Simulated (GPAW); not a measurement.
# BP (F-43m) in GPAW: settings compared

One crystal, BP, is run at these levels: PBEsol, r2SCAN, SOGGA; tasks: equation of state.

All numbers are computed with GPAW 26.7.0; they aren't measurements. Logs are shortened: lines on timing, memory, paths and dates and some standing lists are left out, and cuts for length are marked. The log counts tension as positive stress, the text compression.

**What was measured.**

From “Equation of state of single-crystal cubic boron phosphide”, 2014, arxiv:1407.1677, for a bulk crystal of BP at 300 K: bulk modulus 179 ± 1 GPa.

The runs below are set against these values where they give the same quantity.

## (1) Starting point

The structure is cubic, space group F-43m (No. 216). The conventional cell has a = 4.538 Å, b = 4.538 Å, c = 4.538 Å, α = 90.00°, β = 90.00°, γ = 90.00°. P (site symmetry -43m) is surrounded by 4 B at 1.97 Å. B (site symmetry -43m) is surrounded by 4 P at 1.97 Å.

## (2) Equation of state, PBEsol

Contents of run.py:

```python
from ase.eos import EquationOfState
from ase.io import Trajectory, read
from ase.units import GPa
from gpaw import GPAW, PW, setup_paths

setup_paths.insert(0, '.')

atoms = read('BP.cif')

traj = Trajectory('eos.traj', 'w')
volumes, energies = [], []
for x in [0.94, 0.96, 0.98, 1.0, 1.02, 1.04, 1.06]:
    a = atoms.copy()
    a.set_cell(atoms.cell * x**(1 / 3), scale_atoms=True)
    calc = GPAW(mode=PW(800),
                xc='PBEsol',
                kpts={'size': (10, 10, 10), 'gamma': True},
                occupations={'name': 'fermi-dirac', 'width': 0.05},
                nbands=11,
                convergence={'density': 1e-05, 'energy': 1e-05},
                maxiter=150,
                txt=f'eos-{x:.2f}.txt')
    a.calc = calc
    energies.append(a.get_potential_energy(force_consistent=True))
    volumes.append(a.get_volume())
    p = -a.get_stress()[:3].mean() / GPa
    calc.write(f'eos-{x:.2f}.gpw')
    traj.write(a)
    print(f'{x:.2f} {volumes[-1]:10.4f} A^3 {energies[-1]:14.6f} eV {p:9.3f} GPa', flush=True)

v0, e0, B = EquationOfState(volumes, energies, eos='birchmurnaghan').fit()
print(f'V0 = {v0:.4f} A^3, E0 = {e0:.6f} eV, B0 = {B / GPa:.2f} GPa')
```

Contents of BP.cif:

```cif
data_BP
_cell_length_a 3.20885057
_cell_length_b 3.20885057
_cell_length_c 3.20885057
_cell_angle_alpha 60.00000000
_cell_angle_beta 60.00000000
_cell_angle_gamma 60.00000000
_space_group_name_H-M_alt 'P1'
_space_group_name_Hall 'P 1'
_space_group_IT_number 1
loop_
_space_group_symop_operation_xyz
'x,y,z'
loop_
_atom_site_label
_atom_site_type_symbol
_atom_site_symmetry_multiplicity
_atom_site_Wyckoff_symbol
_atom_site_fract_x
_atom_site_fract_y
_atom_site_fract_z
_atom_site_occupancy
P1 P 1 a 0.7500000000 0.7500000000 0.7500000000 1
B1 B 1 a 0.0000000000 0.0000000000 0.0000000000 1
```

Potentials or basis: PAW data sets generated in the run's folder for this functional, pw.

Started as:

```console
gpaw-setup -f PBEsol B P
OMP_NUM_THREADS=1 python run.py
```

What it wrote:

```text
__  _  _
 | _ |_)|_||  |
 |__||  | ||/\| - 26.7.0

Input parameters:
  mode=PW(ecut=800.0),
  convergence={'density': 1e-05, 'energy': 1e-05},
  kpts=MonkhorstPack(size=(10, 10, 10), gamma=True),
  maxiter=150,
  nbands=11,
  occupations=Occupations(name='fermi-dirac', width=0.05),
  xc=XC(name='PBEsol')

Diagonalizing LCAO Hamiltonian
Converting LCAO to pw mode

                    P

       B

Atoms  # Å, Bohr magnetons
|   | symbol |        x |        y |        z |    initial magnetic moments |
|---|--------|----------|----------|----------|-----------------------------|
| 0 |      P | 4.715018 | 2.722217 | 1.924898 | ( 0.0000,  0.0000,  0.0000) |
| 1 |      B | 0.000000 | 0.000000 | 0.000000 | ( 0.0000,  0.0000,  0.0000) |

Unit cell  # Å
| periodic |        x |        y |        z |  lengths |    angles |
|----------|----------|----------|----------|----------|-----------|
|      yes | 3.143345 | 0.000000 | 0.000000 | 3.143345 | 60.000000 |
|      yes | 1.571673 | 2.722217 | 0.000000 | 3.143345 | 60.000000 |
|      yes | 1.571673 | 0.907406 | 2.566531 | 3.143345 | 60.000000 |

Number of symmetries: 24
Symmetry operations  # r_c * U_cc + t_c -> r_c
|    | kind |            matrix            |
|----|------|------------------------------|
|  0 |  E   |  1, 0, 0,  0, 1, 0,  0, 0, 1 |
|  1 |  σ   |  1, 0, 0,  0, 0, 1,  0, 1, 0 |
|  2 |  σ   |  1, 0,-1,  0, 1,-1,  0, 0,-1 |
|  3 |  C3  |  1, 0,-1,  0, 0,-1,  0, 1,-1 |
|  4 |  C3  |  1,-1, 0,  0,-1, 1,  0,-1, 0 |
|  5 |  σ   |  1,-1, 0,  0,-1, 0,  0,-1, 1 |
|  6 |  σ   |  0, 1, 0,  1, 0, 0,  0, 0, 1 |
|  7 |  C3  |  0, 1, 0,  0, 0, 1,  1, 0, 0 |
|  8 |  C2  |  0, 1,-1,  1, 0,-1,  0, 0,-1 |
|  9 |  S4  |  0, 1,-1,  0, 0,-1,  1, 0,-1 |
| 10 |  C3  |  0, 0, 1,  1, 0, 0,  0, 1, 0 |
| 11 |  σ   |  0, 0, 1,  0, 1, 0,  1, 0, 0 |
| 12 |  S4  |  0, 0,-1,  1, 0,-1,  0, 1,-1 |
| 13 |  C3  |  0, 0,-1,  0, 1,-1,  1, 0,-1 |
| 14 |  S4  |  0,-1, 1,  1,-1, 0,  0,-1, 0 |
| 15 |  C2  |  0,-1, 1,  0,-1, 0,  1,-1, 0 |
| 16 |  C3  |  0,-1, 0,  1,-1, 0,  0,-1, 1 |
| 17 |  S4  |  0,-1, 0,  0,-1, 1,  1,-1, 0 |
| 18 |  S4  | -1, 1, 0, -1, 0, 1, -1, 0, 0 |
| 19 |  C3  | -1, 1, 0, -1, 0, 0, -1, 0, 1 |
| 20 |  C3  | -1, 0, 1, -1, 1, 0, -1, 0, 0 |
| 21 |  S4  | -1, 0, 1, -1, 0, 0, -1, 1, 0 |
| 22 |  σ   | -1, 0, 0, -1, 1, 0, -1, 0, 1 |
| 23 |  C2  | -1, 0, 0, -1, 0, 1, -1, 1, 0 |

BZ-sampling:
  Number of BZ points: 1000
  Number of IBZ points: 47

  Monkhorst-Pack size: [10, 10, 10]
  Monkhorst-Pack shift: [0.05, 0.05, 0.05]

K-points  # in reciprocal-cell coordinates
|     |                                coordinates |     weight |
|-----|--------------------------------------------|------------|
|   0 | (  0.00000000,   0.00000000,   0.00000000) | 0.00100000 |
|   1 | (  0.10000000,   0.10000000,   0.00000000) | 0.00600000 |
|   2 | (  0.10000000,   0.10000000,   0.10000000) | 0.00800000 |
|   3 | (  0.20000000,   0.10000000,   0.10000000) | 0.01200000 |
|   4 | (  0.20000000,   0.20000000,   0.00000000) | 0.00600000 |
|   5 | (  0.20000000,   0.20000000,   0.10000000) | 0.02400000 |
|   6 | (  0.20000000,   0.20000000,   0.20000000) | 0.00800000 |
|   7 | (  0.30000000,   0.20000000,   0.10000000) | 0.02400000 |
|   8 | (  0.30000000,   0.20000000,   0.20000000) | 0.02400000 |
|   9 | (  0.30000000,   0.30000000,   0.00000000) | 0.00600000 |
| ... |                                            |            |
|  46 | (  0.50000000,   0.50000000,   0.50000000) | 0.00400000 |

Plane wave coefficients: 1158
Cutoff: 800.0 eV

Spin-components: 1 (collinear spins)
Bands:           11
Projectors:      10
Spin-degeneracy: 2
Datatype:        complex128

Parallelization:
  kpt:    1
  domain: 1
  band:   1

Density:
  Valence electrons: 8.0
  Components: 1
  Grid points: [21 21 21]
  Charge: 0.0  # |e|

Potential:
  Grid points: [21 21 21]

species:
  P:
    name:    Phosphorus
    Z:       15.0
    valence: 5
    core:    10
    charge:  0.0  # [|e|]
    compensation charges:
      type: gauss
      rc: 0.30  # [Å]
      lmax: 2
    cutoffs:
      filter: 1.69  # [Å]
      core: 1.81  # [Å]
    projectors
    | kind |    occ | energy [eV] | rcut [Å] |
    |------|--------|-------------|----------|
    |   3s |  2.000 |     -13.916 |    0.953 |
    |   3p |  3.000 |      -5.479 |    0.953 |
    |    s |        |      13.296 |    0.953 |
    |    p |        |      21.732 |    0.953 |
    |    d |        |       0.000 |    0.953 |

    Using partial waves for P as LCAO basis

  B:
    name:    Boron
    Z:       5.0
    valence: 3
    core:    2
    charge:  0.0  # [|e|]
    compensation charges:
      type: gauss
      rc: 0.20  # [Å]
      lmax: 2
    cutoffs:
      filter: 1.14  # [Å]
      core: 1.42  # [Å]
    projectors
    | kind |    occ | energy [eV] | rcut [Å] |
    |------|--------|-------------|----------|
    |   2s |  2.000 |      -9.361 |    0.635 |
    |   2p |  1.000 |      -3.555 |    0.635 |
    |    s |        |      17.850 |    0.635 |
    |    p |        |      23.657 |    0.635 |
    |    d |        |       0.000 |    0.635 |

    Using partial waves for B as LCAO basis

Reference energy: -9952.749089  # eV

eigensolver:
  PPCG
  Converge bands: occupied
  niter=2

density mixing:
  MSR1-Mixer
  Pratt-step length: 0.05
  Maximum mixing coefficient: 0.75
  Old densities: 10
  SVD Regularization: 0.005
  Good broyden scale: 1.0
  Trust region scale: 1.0
  Backstep threshold: 4.0
  History deletion threshold: 6.0
  Fourier metric: weight=20.0, sigma=0.015

occupation numbers:
  Fermi-Dirac:
    width: 0.0500  # eV

poisson solver:
  ecut: 6400.0  # eV

xc functional:
  name: PBEsol with 2 nearest neighbor stencil

convergence criteria:
- Maximum integral of absolute [dens]ity change: 1e-05 electrons / valence electron
- Maximum [total energy] change in last 3 cyles: 1e-05 eV / valence electron
- Maximum integral of absolute [eigenst]ate change: 4e-08 eV^2 / valence electron
maximum number of iterations: 150

SCF iterations
|iter     | |      energy | eigst |  dens |
|---------|-|-------------|-------|-------|
|iter:   1| |  -14.446599 | +0.14 |       |
|iter:   2| |  -14.310474 | -2.13 | -0.68 |
|iter:   3| |  -13.679378 | -1.42 | -0.72 |
|iter:   4| |  -13.670108 | -2.98 | -1.45 |
|iter:   5| |  -13.670099 | -4.08 | -1.96 |
|iter:   6| |  -13.670127c| -5.36 | -2.60 |
|iter:   7| |  -13.670127c| -7.29 | -3.84 |
|iter:   8| |  -13.670127c| -7.65c| -4.42 |
|iter:   9| |  -13.670127c| -8.75c| -5.63c|

Converged in 9 steps
Energy contributions relative to reference atoms: (reference = -9952.749089)

Energy contributions:
  Kinetic:          19.033602
  Coulomb:         -16.012980
  Zero:             -0.027120
  External:          0.000000
  Xc:              -16.663630
  Entropy:          -0.000000
  Spinorbit:         0.000000
  ----------------------------
  Free energy:     -13.670127
  Extrapolated:    -13.670127

dipole moment: (-4.487266, -2.590724, -1.831919)  # |e|*Ang

Fermi level: 9.471
Eigenvalues  # (at kpt = [0.000, 0.000, 0.000])
| band index |      eig [eV] | occ [0-2] |
|------------|---------------|-----------|
|          0 |        -7.088 |     2.000 |
|          1 |         8.964 |     2.000 |
|          2 |         8.964 |     2.000 |
|          3 |         8.964 |     2.000 |
|          4 |        12.430 |     0.000 |
|          5 |        12.430 |     0.000 |
|          6 |        12.430 |     0.000 |
|          7 |        17.285 |     0.000 |
|          8 |        20.703 |     0.000 |
|          9 |        21.133 |     0.000 |
|         10 |        21.134 |     0.000 |

Gap: 1.054 eV
Transition (v -> c):
  (s=0, k=0, n=3, [0.00, 0.00, 0.00]) -> (s=0, k=24, n=4, [0.40, 0.40, 0.00])
Direct/indirect transitions are different
Direct gap: 3.466 eV
Transition at: (s=0, k=0, n=3, [0.00, 0.00, 0.00])

Stress tensor  # eV/Ang^3
|         x |         y |         z |
|-----------|-----------|-----------|
| -0.060187 | -0.000000 |  0.000000 |
|  0.000000 | -0.060187 |  0.000000 |
|  0.000000 |  0.000000 | -0.060187 |

# Writing to eos-0.94.gpw (mode='')
```

It took 96 s on 1 thread of Arm Neoverse V1, shared host; peak memory 0.25 GiB.

Results:

| Item | Value |
| --- | --- |
| Equilibrium volume | 11.57 Å³/atom |
| Bulk modulus | 170 GPa |
| Pressure derivative of the bulk modulus | 3.8 |

Energy against volume, from the lowest point:
```tsv
volume (Å³/atom)	energy (meV/atom)
10.981	16.72
11.214	5.53
11.448	0.13
11.682	0.00
11.915	4.64
12.149	13.62
12.383	26.52
```

(Continued in part 2 of 2.)
